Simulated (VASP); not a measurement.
A run of VASP 6.6.1:

The input POSCAR:

```
BAs
1.0
    0.0000000000      2.3885000000      2.3885000000
    2.3885000000      0.0000000000      2.3885000000
    2.3885000000      2.3885000000      0.0000000000
As B
1 1
Direct
    0.7500000000      0.7500000000      0.7500000000
    0.0000000000      0.0000000000      0.0000000000
```

Contents of INCAR.step1:

```
PREC = Accurate
ENCUT = 520
EDIFF = 1E-7
ISMEAR = 0
SIGMA = 0.01
LREAL = F
LASPH = T
NELM = 100
ALGO = Normal
ISIF = 2
LWAVE = F
LCHARG = T
GGA = B5
ALDAX = 1.0
AGGAX = 1.0
AGGAC = 1.0
ALDAC = 0.0
IVDW = 12
VDW_S6 = 1.0
VDW_S8 = 2.6996
VDW_A1 = 0.4298
VDW_A2 = 4.2359
NBANDS = 11
```

The input KPOINTS.step1:

```
Automatic mesh
0
Gamma
  10 10 10
```

File INCAR.step2:

```
PREC = Accurate
ENCUT = 520
EDIFF = 1E-7
ISMEAR = -5
SIGMA = 0.01
LREAL = F
LASPH = T
NELM = 100
ALGO = Normal
ISIF = 2
LWAVE = F
LCHARG = F
GGA = B5
ALDAX = 1.0
AGGAX = 1.0
AGGAC = 1.0
ALDAC = 0.0
IVDW = 12
VDW_S6 = 1.0
VDW_S8 = 2.6996
VDW_A1 = 0.4298
VDW_A2 = 4.2359
LORBIT = 11
NBANDS = 11
NEDOS = 1001
ICHARG = 11
```

Contents of KPOINTS.step2:

```
Automatic mesh
0
Gamma
  15 15 15
```

Potentials or basis: VASP PAW PBE potentials, release 64 (As, B).

Run with:

```sh
$ cat potpaw_PBE.64/As/POTCAR potpaw_PBE.64/B/POTCAR > POTCAR
$ cp INCAR.step1 INCAR
$ cp KPOINTS.step1 KPOINTS
$ mpirun -np 1 vasp_std > vasp.out
$ cp INCAR.step2 INCAR
$ cp KPOINTS.step2 KPOINTS
$ mpirun -np 1 vasp_std > vasp.out
```

Hardware: 1 thread of AMD EPYC 7571, with other jobs on the host.

Task: Estimate the wall time of this run.

Result: It took 110 s on 1 thread of AMD EPYC 7571, on a shared host, peak memory 0.15 GiB. Counts: scf iterations 6, k points 120.
